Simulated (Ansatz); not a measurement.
Several inputs for CdI2

Cell: a Materials Project structure (computed, not necessarily an observed phase), taken as it stands.

```xyz
15
Lattice="4.2894 0.0000 0.0000 -2.1447 3.7147 0.0000 0.0000 0.0000 36.3728" Properties=species:S:1:pos:R:3 pbc="T T T"
Cd    2.1447    1.2382   29.1036
Cd    0.0000    0.0000   14.5515
Cd    0.0000    2.4765    7.2692
Cd    0.0000    0.0000   21.8213
Cd    0.0000    0.0000    0.0000
I     2.1447    1.2382   34.6517
I     0.0000    2.4765    1.7211
I     2.1447    1.2382    5.5490
I     0.0000    2.4765   16.2699
I     0.0000    2.4765   30.8238
I     2.1447    1.2382   12.8280
I     0.0000    0.0000   27.3814
I     0.0000    2.4765   23.5448
I     2.1447    1.2382   20.1029
I     0.0000    0.0000    8.9914
```

Atoms are numbered from 1 in the order listed; like atoms form one site, named after its first atom.

Reference run. Computed with Ansatz: DFT, PBE, plane waves and PAW, scalar-relativistic, 420 eV cutoff, Γ-centred 8×8×1 k-points, Fermi–Dirac smearing 0.02 eV.

It gives V_zz (10²¹ V/m²) I8 -6.13 (η 0.00), Cd2 0.13 (η 0.00), among others. Each of these runs changes the input as listed (caps on SCF iterations aside):

A. scf.n_extra_bands: not typed → 8; kpoints.mp_grid.grid: [8, 8, 1] → [3, 3, 1]; scf.lower_state_search: not typed → off
B. basis.ecutrho_ratio: not typed → 9

**Question.** Which of these changes matter for the gradients?

**Answer.** 

| run | I8 V_zz (η) | Cd2 V_zz (η) | largest change of a gradient tensor, all atoms | note |
| --- | --- | --- | --- | --- |
| A | -2.43 (0.00) | 0.83 (0.00) | 3.75 | converged; mesh coarser than the reference's |
| B | -6.13 (0.00) | 0.13 (0.00) | 0.01 | converged |

Run A moves them most, on I11 (V_zz from -6.04 to -2.29); against its own size the tensor moves most on I12 among sites above 0.3 (by 3.74, V_zz from -5.98 to -2.23).

Run A changes scf.n_extra_bands, kpoints.mp_grid.grid together, so the table can't tell their shares apart.

On the reference run: Without spin–orbit coupling the gradients at and beside I can be off by some per cent, at some sites by more.
